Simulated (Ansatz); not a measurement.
We consider rock-salt NaBr, described by r²SCAN50 in Ansatz (plane waves, PAW).

Settings: plane-wave cutoff 520 eV, 8×8×8 k mesh, Fermi–Dirac smearing 0.01 eV, scalar-relativistic PAW data made under PBE.

The cell is scaled about its equilibrium volume:

```tsv
V (Å³/atom)	P (GPa)	direct gap at Γ (eV)
24.556	1.35	8.415
25.202	0.64	8.312
25.849	0.02	8.215
26.162	-0.25	8.170
26.495	-0.52	8.124
27.141	-0.98	8.039
```

A straight line through the gaps at Γ against ln V gives a volume deformation potential dE_g(Γ)/d ln V of -3.8 eV: the gap at Γ widens under compression.

Measured, for comparison: band gap 7.1 eV (temperature not stated, no zero-point or thermal correction; as tabulated in Aguado et al. (1998), arXiv:cond-mat/9809176).

Spin–orbit coupling is not included.

Ansatz is a first-principles code.
